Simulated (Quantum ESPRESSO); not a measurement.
**MoS2 under changes of volume**

One of the cells (17.864 Å³/atom); the others are scaled copies at fixed shape and fractional positions:

```
CELL_PARAMETERS angstrom
3.16900 0.00000 0.00000
-1.58450 2.74443 0.00000
0.00000 0.00000 12.32400
ATOMIC_POSITIONS crystal
Mo 0.66667 0.33333 0.75000
Mo 0.33333 0.66667 0.25000
S 0.66667 0.33333 0.37700
S 0.33333 0.66667 0.87700
S 0.66667 0.33333 0.12300
S 0.33333 0.66667 0.62300
```

```yaml
Program: Quantum ESPRESSO 7.5
Functional: LDA
Potentials_or_basis: GBRV 1.5 LDA
Cutoff: 612 eV
Density_cutoff: 4898 eV
k_mesh: 10 × 10 × 3
Occupations: fermi-dirac, width 0.05 eV
Spin: no spin polarisation
```

| volume (Å³/atom) | energy over the lowest point (meV/atom) | pressure (GPa) | gap on the mesh (eV) |
| --- | --- | --- | --- |
| 16.792 | 5.33 | 4.1 | 0.78 |
| 17.149 | 0.00 | 0.4 | 0.81 |
| 17.507 | 2.45 | -2.9 | 0.83 |
| 17.864 | 11.90 | -5.8 | 0.85 |
| 18.221 | 27.58 | -8.5 | 0.87 |
| 18.578 | ? | ? | ? |
| 18.936 | 75.07 | -13.0 | 0.90 |

Problem. What does the run at 18.578 Å³/atom give?

Solution. Energy over the lowest point 48.83 meV/atom; pressure -10.8 GPa; gap on the mesh 0.89 eV.

Worked out: A Birch-Murnaghan fit of order 3 (a polynomial in V^(-2/3)) to the other rows has its minimum at 17.21 Å³/atom with B0 = V·E''(V) = 165 GPa and B' = 4.5 at fixed shape and positions, which overstates the stiffness. It gives 48.80 meV/atom at 18.578 Å³/atom, against the run's 48.83, and -dE/dV = -10.7 GPa, against -10.8. A straight line through the other rows of the gap, of slope 0.986 eV per unit of ln V, gives 0.89 eV, against the run's 0.89.

Energies are extrapolated to zero smearing.

Caveats: an odd mesh through Γ misses points on the zone boundary, where band edges often lie. Spin-orbit coupling on Mo is left out.
